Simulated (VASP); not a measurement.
# Al in VASP: further runs

Runs on Al. Level: PBE. Tasks: single point, relaxation of the atoms.

Program: VASP 6.6.1. These are calculated values, not measurements. Logs are shortened: lines on timing, memory, paths and dates and some standing lists are left out, and cuts for length are marked.

### 1 The slab as given

The cell holds a slab with vacuum, 4 atoms: a = 2.856 Å, b = 4.039 Å, c = 19.284 Å, α = 90.00°, β = 90.00°, γ = 90.00°.

The slab is cut from a database's or a generator's crystal, which needn't be the stable form of the element.

### 2 Single point, PBE

INCAR reads:

```
SYSTEM = Al
PREC = Accurate
ENCUT = 520
EDIFF = 1E-7
ISMEAR = 1
SIGMA = 0.1
LREAL = .FALSE.
LASPH = .TRUE.
NELM = 80
ALGO = Normal
ISIF = 2
LWAVE = .FALSE.
LCHARG = .FALSE.
LDIPOL = .TRUE.
IDIPOL = 3
DIPOL = 0.5 0.5 0.500
GGA = PE
LVHAR = .TRUE.
LVACPOTAV = .TRUE.
ICORELEVEL = 1
KPAR = 2
```

KPOINTS reads:

```
Automatic mesh
0
G
  13 10 1
  0 0 0
```

POSCAR reads:

```
Al
1.0
    2.8562036900      0.0000000000      0.0000000000
    0.0000000000      4.0392820000      0.0000000000
    0.0000000000      0.0000000000     19.2843055400
Al
4
Direct
    0.5000000000      0.5000000000      0.3889173000
    0.0000000000      0.0000000000      0.4629724300
    0.5000000000      0.5000000000      0.5370275700
    0.0000000000      0.0000000000      0.6110827000
```

Potentials or basis: VASP PAW PBE potentials, release 64 (Al).

Started as:

```console
> cat potpaw_PBE.64/Al/POTCAR > POTCAR
> mpirun -np 2 vasp_std > vasp.out
```

OUTCAR:

```text
SYSTEM = Al
   PREC = Accurate
   ENCUT = 520
   EDIFF = 1E-7
   ISMEAR = 1
   LREAL = .FALSE.
   LASPH = .TRUE.
   NELM = 80
   ISIF = 2
   GGA = PE

 ion  position               nearest neighbor table
   1  0.500  0.500  0.389-   2 2.86   2 2.86   2 2.86   2 2.86   3 2.86
   2  0.000  0.000  0.463-   1 2.86   1 2.86   1 2.86   1 2.86   4 2.86   3 2.86   3 2.86   3 2.86
                             3 2.86
   3  0.500  0.500  0.537-   4 2.86   4 2.86   4 2.86   4 2.86   1 2.86   2 2.86   2 2.86   2 2.86
                             2 2.86
   4  0.000  0.000  0.611-   3 2.86   3 2.86   3 2.86   3 2.86   2 2.86

  LATTYP: Found a simple orthorhombic cell.
 ALAT       =     2.8562036900
 B/A-ratio  =     1.4142135640
 C/A-ratio  =     6.7517262888

  Lattice vectors:

 A1 = (   2.8562036900,   0.0000000000,   0.0000000000)
 A2 = (   0.0000000000,   4.0392820000,   0.0000000000)
 A3 = (   0.0000000000,   0.0000000000,  19.2843055400)

Analysis of symmetry for initial positions (statically):
=====================================================================
 Subroutine PRICEL returns:
 Original cell was already a primitive cell.

 Routine SETGRP: Setting up the symmetry group for a
 simple orthorhombic supercell.

 Subroutine GETGRP returns: Found  8 space group operations
 (whereof  4 operations were pure point group operations)
 out of a pool of  8 trial point group operations.

The static configuration has the point symmetry C_2v.
 The point group associated with its full space group is D_2h.

Analysis of symmetry for dynamics (positions and initial velocities):
=====================================================================
 Subroutine PRICEL returns:
 Original cell was already a primitive cell.

 Routine SETGRP: Setting up the symmetry group for a
 simple orthorhombic supercell.

 Subroutine GETGRP returns: Found  8 space group operations
 (whereof  4 operations were pure point group operations)
 out of a pool of  8 trial point group operations.

The dynamic configuration has the point symmetry C_2v.
 The point group associated with its full space group is D_2h.

 Subroutine INISYM returns: Found  8 space group operations
 (whereof  4 operations are pure point group operations),
 and found     1 'primitive' translations

----------------------------------------------------------------------------------------

                                     Primitive cell

  volume of cell :     222.4833

  direct lattice vectors                    reciprocal lattice vectors
     2.856203690  0.000000000  0.000000000     0.350115086  0.000000000  0.000000000
     0.000000000  4.039282000  0.000000000     0.000000000  0.247568751  0.000000000
[... 113 lines left out ...]
   LORBIT       =      0    0 simple, 1 ext, 2 COOP (PROOUT), +10 PAW based schemes
   GGA     = PE    functional components
   LHFCALC =     F    Hartree Fock is set to
   AEXX    =    0.0000 exact exchange contribution
   IVDW    =     0    specifies the selected vdW correction
   LEPSILON=     F    determine dielectric tensor
   LRPA    =     F    only Hartree local field effects (RPA)
 non-spin polarized calculation
 Methfessel and Paxton  Order N= 1 SIGMA  =   0.10
  energy-cutoff  :      520.00
  volume of cell :      222.48
 maximum number of plane-waves:      6027
 NGX is ok and might be reduce to    24
   NGX = 11   NGY = 15   NGZ = 71

 dipolmoment           0.000000      0.000000     -0.000000 electrons x Angstroem

 number of electron      12.0000000 magnetization

 dipolmoment           0.000000      0.000000      0.000000 electrons x Angstroem

 Free energy of the ion-electron system (eV)
  ---------------------------------------------------
  ext. energy  EPLUGINS =         0.00000000
  ---------------------------------------------------
  free energy    TOTEN  =       -13.68497117 eV

  energy without entropy =      -13.68606085  energy(sigma->0) =      -13.68533440

 the core state eigenenergies are
   1-  1s  -1506.7702  2s   -103.9346  2p    -65.3995
   2-  1s  -1506.6877  2s   -103.9009  2p    -65.3611
   3-  1s  -1506.6877  2s   -103.9009  2p    -65.3611
   4-  1s  -1506.7702  2s   -103.9346  2p    -65.3995

 E-fermi :  -0.5180     XC(G=0):  -4.1045

 val. band max:       -0.5681470829   @ k =   0.1538   0.0000   0.0000
 cond. band min:      -0.3466756418   @ k =   0.3077   0.4000   0.0000
 fundamental gap:      0.2214714411
 Fermi energy:        -0.5180053411

 k-point     1 :       0.0000    0.0000    0.0000
  band No.  band energies     occupation
      1     -10.6553      2.00000
      2      -8.1664      2.00000
      3      -4.9513      2.00000
      4      -2.5065      2.00000
      5      -1.9120      2.00000
      6      -0.9676      2.00000
      7      -0.1193     -0.00000
      8       0.8948     -0.00000
      9       1.8789      0.00000
     10       3.2338      0.00000
[... 287 lines left out ...]
 k-point    24 :       0.1538    0.3000    0.0000
  band No.  band energies     occupation
      1      -9.4246      2.00000
      2      -7.0140      2.00000
      3      -5.8122      2.00000
      4      -4.1596      2.00000
      5      -2.9336      2.00000
      6      -1.2671      2.00000
      7       0.8292     -0.00000
      8       2.0143      0.00000
      9       2.5198      0.00000
     10       3.7490      0.00000

 [... further k-points ...]

------------------------ aborting loop because EDIFF is reached ----------------------------------------

  FORCE on cell =-STRESS in cart. coord.  units (eV):
  Direction    XX          YY          ZZ          XY          YZ          ZX
  --------------------------------------------------------------------------------------
  -------------------------------------------------------------------------------------
  Total       -3.3592677     -1.0304336     -0.2522547      0.0000000      0.0000000      0.0000000
  in kB      -24.1912238     -7.4205009     -1.8165713      0.0000000      0.0000000      0.0000000
  external PRESSURE =     -11.1427653 kB  Pullay stress =       0.0000000 kB

 VOLUME and BASIS-vectors are now :
 -----------------------------------------------------------------------------
  energy-cutoff  :      520.00
  volume of cell :      222.48
      direct lattice vectors                 reciprocal lattice vectors
     2.856203690  0.000000000  0.000000000     0.350115086  0.000000000  0.000000000
     0.000000000  4.039282000  0.000000000     0.000000000  0.247568751  0.000000000
     0.000000000  0.000000000 19.284305540     0.000000000  0.000000000  0.051855640

 POSITION                                       TOTAL-FORCE (eV/Angst)
 -----------------------------------------------------------------------------------
      1.42810      2.01964      7.50000         0.000000      0.000000      0.146587
      0.00000      0.00000      8.92810         0.000000      0.000000     -0.264977
      1.42810      2.01964     10.35620         0.000000      0.000000      0.264977
      0.00000      0.00000     11.78431         0.000000      0.000000     -0.146587
 -----------------------------------------------------------------------------------
    total drift:                                0.000000      0.000000      0.000000

  FREE ENERGIE OF THE ION-ELECTRON SYSTEM (eV)
  ---------------------------------------------------
  free  energy   TOTEN  =       -13.6849711716 eV

  energy  without entropy=      -13.6860608473  energy(sigma->0) =      -13.68533440

 vacuum level on the upper side and lower side of the slab         3.666         3.666
```

OSZICAR:

```text
N       E                     dE             d eps       ncg     rms          rms(c)
DAV:   1     0.363087908136E+02    0.36309E+02   -0.36489E+03   840   0.811E+02
DAV:   2    -0.124550996855E+02   -0.48764E+02   -0.46010E+02  1348   0.113E+02
DAV:   3    -0.143590542494E+02   -0.19040E+01   -0.18384E+01  1014   0.238E+01
[... 13 lines left out ...]
DAV:  17    -0.136849571021E+02   -0.60643E-04   -0.84987E-06   882   0.774E-03    0.616E-04
DAV:  18    -0.136849689441E+02   -0.11842E-04   -0.12844E-06   914   0.319E-03    0.230E-04
DAV:  19    -0.136849707651E+02   -0.18211E-05   -0.15364E-07   832   0.117E-03    0.246E-04
DAV:  20    -0.136849711032E+02   -0.33810E-06   -0.11865E-08   714   0.443E-04    0.538E-05
DAV:  21    -0.136849711716E+02   -0.68373E-07   -0.35557E-09   644   0.255E-04
   1 F= -.13684971E+02 E0= -.13685334E+02  d E =0.108968E-02
```

stdout:

```text
POSCAR found type information on POSCAR Al
 POSCAR found :  1 types and       4 ions
 scaLAPACK will be used
 LDA part: xc-table for (Slater+PW92), standard interpolation
 POSCAR, INCAR and KPOINTS ok, starting setup
 FFT: planning ... GRIDC
 FFT: planning ... GRID_SOFT
 FFT: planning ... GRID
 WAVECAR not read
 entering main loop
 -----------------------------------------------------------------------------
|                                                                             |
|           W    W    AA    RRRRR   N    N  II  N    N   GGGG   !!!           |
|           W    W   A  A   R    R  NN   N  II  NN   N  G    G  !!!           |
|           W    W  A    A  R    R  N N  N  II  N N  N  G       !!!           |
|           W WW W  AAAAAA  RRRRR   N  N N  II  N  N N  G  GGG   !            |
|           WW  WW  A    A  R   R   N   NN  II  N   NN  G    G                |
|           W    W  A    A  R    R  N    N  II  N    N   GGGG   !!!           |
|                                                                             |
|     Did not find any points to average over, which means that no vacuum     |
|     field-free region was found. Please increase the size of  your cell     |
|     in the dimension of the dipole correction to obtain accurate            |
|     workfunction values.                                                    |
|                                                                             |
 -----------------------------------------------------------------------------
```

Wall time 32 s (2 MPI ranks of Intel Xeon 6975P-C (Granite Rapids), shared host); peak memory 0.32 GiB.

Results:

- Free energy: -13.6850 eV
- Largest force: 0.265 eV/Å
- Band gap on the k mesh: none (metal or under the smearing width)
- Work function of the upper face: 4.18 eV
- Work function of the lower face: 4.18 eV

Forces in eV/Å, atoms in the order of the input:
```
Al   0.000  0.000  0.147
Al   0.000  0.000 -0.265
Al   0.000  0.000  0.265
Al   0.000  0.000 -0.147
```

Levels at points of the mesh, in eV from the Fermi level:
| k point | band 3 | band 4 | band 5 | band 6 | band 7 | band 8 | band 9 | band 10 |
| --- | --- | --- | --- | --- | --- | --- | --- | --- |
| (0.00, 0.00, 0.00) | -4.43 | -1.99 | -1.39 | -0.45 | 0.40 | 1.41 | 2.40 | 3.75 |
| (0.00, 0.50, 0.00) | -5.46 | -5.46 | -2.22 | -2.22 | 1.33 | 1.33 | 4.29 | 4.29 |

Core levels (eV, on the scale of the bands):
```
atom                           levels
1 Al  1s -1506.8, 2s -103.9, 2p -65.4
2 Al  1s -1506.7, 2s -103.9, 2p -65.4
3 Al  1s -1506.7, 2s -103.9, 2p -65.4
4 Al  1s -1506.8, 2s -103.9, 2p -65.4
```

### 3 Relaxation of the atoms, PBE

INCAR reads:

```
ALGO = Normal ; DIPOL = 0.5 0.5 0.500
EDIFF = 1E-6 ; EDIFFG = -0.02
ENCUT = 520 ; GGA = PE
IBRION = 2 ; IDIPOL = 3
ISIF = 2 ; ISMEAR = 1
KPAR = 2 ; LASPH = T
LCHARG = F ; LDIPOL = T
LREAL = F ; LWAVE = F
NELM = 80 ; NSW = 80
PREC = Accurate ; SIGMA = 0.1
```

KPOINTS reads:

```
k-points
0
Gamma
  13 10 1
```

POSCAR is that of step 2.

Potentials or basis: VASP PAW PBE potentials, release 64 (Al).

Started as:

```console
> cat potpaw_PBE.64/Al/POTCAR > POTCAR
> mpirun -np 2 vasp_std > vasp.out
```

Wall time 68 s (2 MPI ranks of Intel Xeon 6975P-C (Granite Rapids), shared host); peak memory 0.33 GiB.

It converged, with:

```
Free energy                  : -13.7026 eV
Energy gained by relaxing    : 4.4 meV/atom
Ionic steps                  : 6
Largest force after relaxing : 0.008 eV/Å
Band gap on the k mesh       : none (metal or under the smearing width)
```

Forces on the atoms (eV/Å):
```
Al   0.000  0.000 -0.008
Al   0.000  0.000  0.003
Al   0.000  0.000 -0.003
Al   0.000  0.000  0.008
```

Step by step:
```csv
step,energy change (eV),largest force (eV/Å),pressure (GPa)
1,0.0000,0.2650,-1.11
2,-0.0077,0.1874,-1.10
3,-0.0170,0.0533,-1.05
4,-0.0170,0.0503,-1.05
5,-0.0174,0.0310,-1.02
6,-0.0176,0.0083,-0.97
```

Final structure:
```
Al
1.0
     2.85620    0.00000    0.00000
     0.00000    4.03928    0.00000
     0.00000    0.00000   19.28431
Al
4
Direct
  0.50000 0.50000 0.39095
  0.00000 0.00000 0.46056
  0.50000 0.50000 0.53944
  0.00000 0.00000 0.60905
```

Levels at points of the mesh, in eV from the Fermi level:
| k point | band 4 | band 5 | band 6 | band 7 | band 8 | band 9 |
| --- | --- | --- | --- | --- | --- | --- |
| (0.00, 0.00, 0.00) | -2.02 | -1.31 | -0.46 | 0.22 | 1.41 | 2.40 |
| (0.00, 0.50, 0.00) | -5.57 | -2.20 | -2.20 | 1.39 | 1.39 | 4.39 |

### 4 Single point, PBE

INCAR reads:

```
SYSTEM = Al
PREC = Accurate
ENCUT = 520
EDIFF = 1E-7
ISMEAR = 1
SIGMA = 0.1
LREAL = .FALSE.
LASPH = .TRUE.
NELM = 80
ALGO = Normal
ISIF = 2
LWAVE = .FALSE.
LCHARG = .FALSE.
LDIPOL = .TRUE.
IDIPOL = 3
DIPOL = 0.5 0.5 0.500
GGA = PE
LVHAR = .TRUE.
LVACPOTAV = .TRUE.
ICORELEVEL = 1
KPAR = 2
```

KPOINTS reads:

```
Automatic mesh
0
G
  13 10 1
  0 0 0
```

POSCAR reads:

```
Al                                      
1.0
    2.8562036900      0.0000000000      0.0000000000
    0.0000000000      4.0392820000      0.0000000000
    0.0000000000      0.0000000000     19.2843055400
  Al            
     4
Direct
     0.5000000000000000    0.5000000000000000    0.3909532514614174
     0.0000000000000000    0.0000000000000000    0.4605612411660031
     0.5000000000000000    0.5000000000000000    0.5394387588339969
     0.0000000000000000    0.0000000000000000    0.6090467485385825
```

Started as:

```console
> cat potpaw_PBE.64/Al/POTCAR > POTCAR
> mpirun -np 2 vasp_std > vasp.out
```

Run time: 30 s. Hardware: 2 MPI ranks of Intel Xeon 6975P-C (Granite Rapids), shared host; peak memory 0.31 GiB.

Results (log left out):

| Item | Value |
| --- | --- |
| Free energy | -13.7026 eV |
| Largest force | 0.008 eV/Å |
| Band gap on the k mesh | none (metal or under the smearing width) |
| Work function of the upper face | 4.22 eV |
| Work function of the lower face | 4.22 eV |

Forces on the atoms (eV/Å):
```
Al   0.000  0.000 -0.008
Al   0.000  0.000  0.002
Al   0.000  0.000 -0.002
Al   0.000  0.000  0.008
```

Levels at points of the mesh, in eV from the Fermi level:
```
           k point  band 3  band 4  band 5  band 6  band 7  band 8  band 9  band 10
(0.00, 0.00, 0.00)   -4.38   -2.02   -1.31   -0.46    0.22    1.41    2.40     3.82
(0.00, 0.50, 0.00)   -5.57   -5.57   -2.20   -2.20    1.39    1.39    4.39     4.39
```

Core levels (eV, on the scale of the bands):
```csv
atom,levels
1 Al,"1s -1506.7, 2s -103.9, 2p -65.4"
2 Al,"1s -1506.7, 2s -103.9, 2p -65.4"
3 Al,"1s -1506.7, 2s -103.9, 2p -65.4"
4 Al,"1s -1506.7, 2s -103.9, 2p -65.4"
```
